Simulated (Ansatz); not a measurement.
# HfC (P6_3/mmc) in Ansatz: a series of runs, part 2 of 3

Ansatz 0.2.0.

**3. Projected density of states, PBEsol+U**

input.yaml reads:

```yaml
crystal:
  lattice:
    - [3.3428660531, 0.0, 0.0]
    - [-1.6714330265, 2.8950069234, 0.0]
    - [0.0, 0.0, 5.202714]
  atoms:
    - { symbol: Hf, position: [0.3333333333, 0.6666666667, 0.25] }
    - { symbol: Hf, position: [0.6666666667, 0.3333333333, 0.75] }
    - { symbol: C, position: [0.0, 0.0, 0.5] }
    - { symbol: C, position: [0.0, 0.0, 0.0] }
hamiltonian:
  xc: pbesol
  pseudopotentials: { kind: paw }
  hubbard: { sites: [{ species: Hf, l: d, u_eff: 1.0 }] }
kpoints:
  mp_grid: { grid: [9, 9, 5] }
scf:
  occupations: { method: fermi_dirac, width: 0.05 }
  n_extra_bands: 10
output:
  forces: true
  stress: true
  eigenvalues: true
  dos: { projected: true, de: 0.05, nscf_kmesh: { grid: [14, 14, 8] } }
```

Potentials or basis: Ansatz PAW.

Run with:

```sh
$ ansatz run input.yaml --threads 2 --pin off --max-ram 5632MiB --backend cpu --events-out ev --progress --plain --runs-dir out
```

The program printed:

```text
Warning: RAYON_NUM_THREADS=2 ignored (pool sized by the plan → 2); use --threads N
Hf: projections on atomic orbitals take those of the free atom [Kr 4d10] 4f14 5s2 5p6 5d2 6s2, of charge +0.00 (hamiltonian.pseudopotentials.projection_atoms); the dataset's partial waves leave at most 4.9e-5 of an orbital's norm unspanned inside its sphere
C: projections on atomic orbitals take those of the free atom [He] 2s2 2p2, of charge +0.00 (hamiltonian.pseudopotentials.projection_atoms); the dataset's partial waves leave at most 3.7e-9 of an orbital's norm unspanned inside its sphere
scf.n_extra_bands = 10 over 30 filled bands (N_el = 60.0): the run solves 40 bands
Engine: ansatz 0.2.0, x86_64-unknown-linux-gnu
Pseudopotentials: kind: paw
Pseudopotential: Hf, paw, valence charge 26, recommended cutoff 420 eV (normal), Hf.paw.azcp
Pseudopotential: C, paw, valence charge 4, recommended cutoff 420 eV (normal), C.paw.azcp
Functional definition: PBEsol
  exchange = pbesol_x
  correlation = pbesol_c
Crystal: 4 atoms, lattice volume = 50.350 Å³
Basis set: ecut = 420 eV, 977 PW (Γ), exchange–correlation on 48×48×72 points (8 copies of the dense FFT grid, shifted against one another)
Bands: 40, of which v1, the nominal top of the filled ones, is band 30 counted from 1 (29 counted from 0)
Symmetry: 24 space group operations
Space group: P63/mmc (ITA 194), of the structure as read, at distance tolerance 3.7e-5 Å
k-points: 36 of 405
Non-local potential: Hf, projectors of the file, l = 0: 3, l = 1: 2, l = 2: 2, l = 3: 3
Non-local potential: C, projectors of the file, l = 0: 2, l = 1: 2, l = 2: 1
PAW form: soft (Blöchl's): semilocal exchange-correlation on the pseudo side does not see the compensation charge
PAW frozen core: Hf, regenerated for the run's functional, and the local potential with it (the file was generated under x = pbe(κ = 0.804, μ = 0.2195149727645171), c = pbe(β = 0.06672455060314922))
PAW frozen core: C, regenerated for the run's functional, and the local potential with it (the file was generated under x = pbe(κ = 0.804, μ = 0.2195149727645171), c = pbe(β = 0.06672455060314922))
PAW one-centre angular grid: Hf, 590 points (default); XC on 64 Gauss nodes
PAW one-centre angular grid: C, 110 points (default); XC on 64 Gauss nodes
Initial density: superposition of atomic densities (chi_scale 0.1, normalization cell, long waves of neutral atoms under a Hubbard term (reshape's long-wave potential 0.00 eV rms, cloud 2.51 Å wide))
Initial wavefunctions: pseudopotential atomic-orbital guess
Functional: x = pbesol(κ = 0.804, μ = 0.12345679012345678), c = pbesol(β = 0.046)
SCF iter   1: F=—  HF=-31691.483603 eV  |F-HF|=—  |Δ(HF+E_count)|=         —  Δρ=8.09e-2  dr2=4.66e0  ethr=3.10e-3  ⟨swp⟩=4.6  Hψ=4558  notcnv=0  defer=2
preconditioner: auto → Kerker (q_TF=auto, 2.809 Å⁻¹)  [metal: Δε(μ)=0.089 eV  Ē_g=18.427 eV  σ=0.050 eV  W_gap=0.39  n_scr=22 (ndim 8)  ℏωp=39.2 eV  f_vac=0.000  D(μ)=0.84/eV (n_scr^D=2)]
SCF iter   2: F=—  HF=-31690.668901 eV  |F-HF|=—  |Δ(HF+E_count)|=   8.15e-1  Δρ=3.33e-2  dr2=5.91e-1  ethr=3.10e-3  ⟨swp⟩=2.2  Hψ=2292  notcnv=0  defer=118
preconditioner: auto → Resta (q_TF=auto, 2.809 Å⁻¹)  ε∞=5.3  [insulator: Δε(μ)=0.315 eV  Ē_g=18.808 eV  σ=0.050 eV  W_gap=0.79  n_scr=22 (ndim 8)  ℏωp=39.2 eV  f_vac=0.000  D(μ)=0.31/eV (n_scr^D=0)  ε∞_Penn≈5.3]
SCF iter   3: F=—  HF=-31690.574236 eV  |F-HF|=—  |Δ(HF+E_count)|=   9.47e-2  Δρ=1.31e-2  dr2=6.17e-2  ethr=9.85e-4  ⟨swp⟩=2.0  Hψ=2419  notcnv=0  defer=118
SCF iter   4: F=—  HF=-31690.549513 eV  |F-HF|=—  |Δ(HF+E_count)|=   2.47e-2  Δρ=7.07e-3  dr2=1.45e-2  ethr=1.03e-4  ⟨swp⟩=2.0  Hψ=2745  notcnv=0  defer=118
SCF iter   5: F=—  HF=-31690.548829 eV  |F-HF|=—  |Δ(HF+E_count)|=   6.83e-4  Δρ=1.76e-3  dr2=1.09e-3  ethr=2.41e-5  ⟨swp⟩=2.1  Hψ=2171  notcnv=0  defer=118
SCF iter   6: F=—  HF=-31690.548694 eV  |F-HF|=—  |Δ(HF+E_count)|=   1.35e-4  Δρ=2.43e-4  dr2=3.89e-5  ethr=1.81e-6  ⟨swp⟩=2.1  Hψ=1569  notcnv=0  defer=118
SCF iter   7: F=—  HF=-31690.548687 eV  |F-HF|=—  |Δ(HF+E_count)|=   7.44e-6  Δρ=4.74e-5  dr2=9.55e-7  ethr=6.49e-8  ⟨swp⟩=2.1  Hψ=2469  notcnv=0  defer=118
SCF iter   8: F=-31690.548687 eV  HF=-31690.548687 eV  |F-HF|=2.44e-9  |Δ(HF+E_count)|=   2.10e-7  Δρ=7.81e-6  dr2=1.70e-8  ethr=1.67e-10  ⟨swp⟩=11.5  Hψ=7880  notcnv=0
SCF 1 converged in 8 iterations: F = -31690.548687 eV  dr2 = 1.70e-8
NSCF: frozen V_eff on 120 k-points
SCF converged after 8 iterations
Free energy (F): -31690.548687 eV
Harris-Foulkes:  -31690.548687 eV  (|F-HF|=2.44e-9)
Internal energy: -31690.544330 eV  (E = F + TS)
E sigma→0 (E₀):  -31690.546508 eV
Entropy (-TS):   -0.004357 eV (-1.089 meV/atom)
Fermi energy:    20.503766 eV
--- Per-component energies (eV) ---
  E_band       = 218.091173
  E_kinetic    = 1021.814314
  E_local      = -10002.466967  (includes V_loc(G=0)·N_el)
  E_nonlocal   = -2422.622427
  E_hartree    = 4722.982087
  E_xc         = -692.109877
  E_vxc        = -652.495393  (∫ρ·V_xc dr)
  E_hubbard    = 2.060502  (on-site DFT+U / exact-exchange correction)
  E_vhub       = 1.202653  (the Hubbard potential's part of the band-sum identity)
  E_paw        = -13804.349092  (= ΣΔE_a)
  E_vpaw       = 2826.698866  (= ΣTr[D̂ρ^β])
  E_aug_tail   = 0.000010  (compensation charges beyond the density's cutoff)
  E_ewald      = -10518.397263
  E_core_change = 2.544384  (= ΣΔE_core)
  E_smearing   = -0.004357  (= −TS)
  E_closure    = 0.000000  (closes the sum)
  Σ components = -31690.548687   (vs F -31690.548687, Δ=0.00e0)
--- Forces (eV/Å), atoms counted from 1 ---
  atom   1  Hf     0.00000000     0.00000000     0.00000000
  atom   2  Hf    -0.00000000    -0.00000000    -0.00000000
  atom   3  C     -0.00000000    -0.00000000    -0.00000000
  atom   4  C      0.00000000     0.00000000    -0.00000000
  max |Σ_I F_I| component: 5.55e-17 eV/Å
--- Stress (GPa, compression-positive) ---
       -7.425249      -0.000000      -0.000000
        0.000000      -7.425249      -0.000000
       -0.000000      -0.000000      -3.229881
  P = ⅓ Tr σ = -6.0268 GPa (-60.268 kbar)
--- Band table (eV; the first three rows and the last of 36) ---
  k-point 0: bands = ["-41.0889", "-41.0337", "-10.2372", "-9.6670", "-9.6670", "-9.5768", "-9.5768", "-9.4942", "7.4129", "8.9307", "8.9438", "8.9446", "8.9530", "8.9530", "8.9888", "8.9888", "8.9959", "8.9959", "9.0093", "9.0142", "9.0142", "9.0156", "9.0191", "11.9721", "13.6401", "17.4242", "17.4242", "19.3497", "19.3497", "21.5841", "21.9893", "21.9893", "22.4226", "22.4226", "22.8250", "24.0006", "24.4790", "28.6433", "28.6433", "29.3919"]
  k-point 1: bands = ["-41.0841", "-41.0390", "-10.1708", "-9.6583", "-9.6583", "-9.5854", "-9.5854", "-9.5701", "7.6638", "8.8969", "8.9497", "8.9506", "8.9506", "8.9597", "8.9814", "8.9814", "8.9983", "8.9983", "9.0159", "9.0187", "9.0229", "9.0229", "9.0240", "11.0254", "14.7361", "17.4676", "17.4676", "18.8601", "18.8601", "20.4399", "22.7844", "22.7844", "22.8506", "22.8506", "23.0810", "24.2270", "25.1449", "27.8041", "28.0222", "28.0222"]
  k-point 2: bands = ["-41.0706", "-41.0531", "-9.9927", "-9.7634", "-9.6358", "-9.6358", "-9.6080", "-9.6080", "8.3185", "8.7978", "8.9520", "8.9520", "8.9613", "8.9629", "8.9629", "8.9670", "9.0150", "9.0150", "9.0168", "9.0178", "9.0253", "9.0253", "9.1227", "9.7765", "16.5091", "17.6728", "17.6728", "18.1460", "18.1460", "18.4679", "23.9615", "23.9680", "23.9680", "24.2387", "24.2387", "24.7102", "25.4505", "25.7589", "26.2960", "26.2960"]
  k-point 35: bands = ["-41.0376", "-41.0376", "-10.0575", "-10.0575", "-10.0047", "-9.9190", "-9.6224", "-9.6224", "8.8846", "8.9211", "8.9595", "8.9595", "8.9820", "8.9820", "8.9844", "8.9922", "8.9958", "8.9958", "8.9969", "8.9969", "9.0027", "9.0027", "10.5126", "10.7397", "15.3683", "15.3683", "17.4445", "17.9449", "17.9449", "18.8351", "22.3090", "22.3090", "24.0543", "24.0543", "27.2989", "27.5502", "27.6268", "27.6268", "28.5465", "28.6167"]
Occupation matrices written to <dir>
```

dos.tsv:

```text
# E-E_F[eV]	g_bin_mean(E)[states/eV]	N(E)
# format = ansatz-dos/2
# fermi_ev = 20.678892
# fermi_mp_grid = 14 14 8
# fermi_mp_shift = 0 0 0
# nscf_kmesh_grid = 14 14 8
# nscf_kmesh_shift = 0 0 0
# tetrahedron_fermi_ev = 20.695332
# g_bin_mean(E): the states in a bin one row spacing wide, centred on E, divided by that spacing. States that the method places at a single energy (under output.dos.method: tetrahedron, those of a tetrahedron whose four corners have one energy) are counted whole in the row whose bin holds that energy (on the edge of two bins, in the lower row). The sum of g_bin_mean over a run of rows, times the row spacing, is the number of states from half a spacing under the first of them to half a spacing over the last (a plain sum, not the trapezoid rule).
-62.267753	0.000000e0	0.000000e0
-62.217753	0.000000e0	0.000000e0
-62.167753	0.000000e0	0.000000e0
-62.117753	0.000000e0	0.000000e0
-62.067753	0.000000e0	0.000000e0
-62.017753	0.000000e0	0.000000e0
[... 1430 lines left out ...]
9.532247	0.000000e0	8.000000e1
9.582247	0.000000e0	8.000000e1
```

occupation_matrices:

```text
# The occupation matrices of the corrected shells as a run of Ansatz 0.0.0 ended. An entry of
# hamiltonian.hubbard.sites starts from them by `starting_ns: <path of this file>`, where that key's refused
# combinations let it.
[... 28 lines left out ...]
  site1_d:
    matrix:
      - [0.25444810702768655, 4.32968700351804e-17, -4.5823405478227e-18, -1.5454443682599664e-17, 2.4724233590638345e-18]
      - [4.3188449817931847e-17, 0.31944733280667054, -1.0197313977440374e-17, 6.475301787885445e-17, -8.428950556149106e-18]
      - [-4.5823405478227e-18, -1.5618324839867897e-17, 0.31944733280667054, -6.786684273755635e-18, 7.245411527443339e-17]
      - [-1.863477005522381e-17, 6.4861438096103e-17, -6.253618205616928e-18, 0.28291175183309963, -2.421718060000889e-17]
      - [3.484345386716972e-18, -8.428950556149106e-18, 7.22011347675201e-17, -3.36135994282166e-17, 0.2829117518330996]
```

Run time: 29 s. Hardware: 2 threads of Intel Xeon at 2.50GHz (Skylake/Cascade Lake), shared host; peak memory 0.49 GiB.

What came out:

```yaml
Free_energy: -31690.5487 eV
Pressure: -6.0 GPa
Band_gap_on_the_k_mesh: none (metal or under the smearing width)
Density_of_states_at_the_Fermi_level: 0.47 states/eV per cell
```

Stress tensor (GPa, compression positive):
```
-7.43  0.00  0.00
 0.00 -7.43  0.00
 0.00  0.00 -3.23
```

Levels at points of the mesh, in eV from the Fermi level:
```
           k point  band 26  band 27  band 28  band 29  band 30  band 31  band 32  band 33  band 34  band 35
(0.00, 0.00, 0.00)    -3.08    -3.08    -1.15    -1.15     1.08     1.49     1.49     1.92     1.92     2.32
```

States per cell in windows of 1 eV (zero at the Fermi level; states under -8 eV left out):
```
from (eV)  total  Hf 5d  C 2p  C 2s  Hf 6s  Hf 5p  Hf 5s
     -8.0   0.00   0.00  0.00  0.00   0.00   0.00   0.00
     -7.0   0.22   0.07  0.11  0.01   0.02   0.00   0.01
     -6.0   1.28   0.42  0.63  0.05   0.13   0.02   0.02
     -5.0   2.23   0.68  1.25  0.08   0.14   0.05   0.01
     -4.0   2.94   1.19  1.60  0.03   0.05   0.05   0.00
     -3.0   3.55   1.36  2.00  0.03   0.03   0.06   0.00
     -2.0   1.19   0.61  0.52  0.02   0.01   0.01   0.00
     -1.0   0.56   0.37  0.17  0.01   0.01   0.00   0.00
      0.0   1.54   0.77  0.70  0.01   0.02   0.01   0.00
      1.0   1.08   0.70  0.32  0.01   0.01   0.00   0.00
      2.0   1.39   1.08  0.21  0.03   0.02   0.00   0.00
      3.0   1.98   1.54  0.25  0.07   0.06   0.00   0.00
      4.0   3.30   2.39  0.47  0.17   0.16   0.00   0.00
      5.0   3.16   2.15  0.41  0.25   0.17   0.00   0.00
      6.0   3.17   1.90  0.62  0.27   0.14   0.00   0.00
      7.0   2.61   1.42  0.52  0.29   0.19   0.00   0.01
```

Eigenvalues of the final occupation matrices:
```tsv
site	spin	trace	eigenvalues
site 1	1	1.46	0.25 0.28 0.28 0.32 0.32
site 2	1	1.46	0.25 0.28 0.28 0.32 0.32
```

Caveat: U without spin polarisation on a metal has little footing; the PAW data sets come from PBE, with cores solved anew for the run's functional, which leaves a small shift of forces and pressure; the U is typed as a test and isn't derived for this compound. Spin-orbit coupling is left out, which matters for the levels of Hf.

**4. Projected density of states, PBEsol+U**

Changes to input.yaml since step 3:

```diff
@@ -13,3 +13,3 @@
   pseudopotentials: { kind: paw }
-  hubbard: { sites: [{ species: Hf, l: d, u_eff: 1.0 }] }
+  hubbard: { sites: [{ species: Hf, l: d, u_eff: 2.0 }] }
 kpoints:
```

Run with:

```sh
$ ansatz run input.yaml --threads 2 --pin off --max-ram 5632MiB --backend cpu --events-out ev --progress --plain --runs-dir out
```

Run time: 32 s. Hardware: 2 threads of Intel Xeon at 2.50GHz (Skylake/Cascade Lake), shared host; peak memory 0.5 GiB.

Results (log left out):

```
Free energy                          : -31688.4962 eV
Pressure                             : -4.6 GPa
Band gap on the k mesh               : none (metal or under the smearing width)
Density of states at the Fermi level : 0.48 states/eV per cell
```

Stress tensor (GPa, compression positive):
```
-6.40  0.00  0.00
 0.00 -6.40  0.00
 0.00  0.00 -1.05
```

Levels at points of the mesh, in eV from the Fermi level:
```csv
k point,band 28,band 29,band 30,band 31,band 32,band 33
"(0.00, 0.00, 0.00)",-1.20,-1.20,1.13,1.53,1.53,1.92
```

States per cell in windows of 1 eV (zero at the Fermi level; states under -8 eV left out):
```csv
from (eV),total,Hf 5d,C 2p,C 2s,Hf 6s,Hf 5p,Hf 5s
-8.0,0.00,0.00,0.00,0.00,0.00,0.00,0.00
-7.0,0.24,0.08,0.12,0.01,0.03,0.00,0.01
-6.0,1.31,0.42,0.65,0.05,0.14,0.02,0.02
-5.0,2.21,0.67,1.25,0.08,0.13,0.05,0.01
-4.0,3.01,1.21,1.65,0.03,0.05,0.05,0.00
-3.0,3.46,1.29,1.99,0.03,0.03,0.06,0.00
-2.0,1.14,0.59,0.49,0.02,0.01,0.01,0.00
-1.0,0.59,0.40,0.17,0.01,0.01,0.00,0.00
0.0,1.55,0.78,0.71,0.01,0.02,0.01,0.00
1.0,1.04,0.68,0.30,0.01,0.01,0.00,0.00
2.0,1.37,1.07,0.20,0.03,0.02,0.00,0.00
3.0,1.97,1.53,0.24,0.08,0.06,0.00,0.00
4.0,3.34,2.41,0.47,0.17,0.16,0.00,0.00
5.0,3.21,2.21,0.40,0.25,0.17,0.00,0.00
6.0,3.22,1.94,0.62,0.27,0.15,0.00,0.00
7.0,2.61,1.41,0.51,0.28,0.20,0.00,0.01
```

Eigenvalues of the final occupation matrices:
```csv
site,spin,trace,eigenvalues
site 1,1,1.44,0.25 0.28 0.28 0.32 0.32
site 2,1,1.44,0.25 0.28 0.28 0.32 0.32
```

Caveat: U without spin polarisation on a metal has little footing; the PAW data sets come from PBE, with cores solved anew for the run's functional, which leaves a small shift of forces and pressure; the U is typed as a test and isn't derived for this compound.

(Continued in part 3 of 3.)
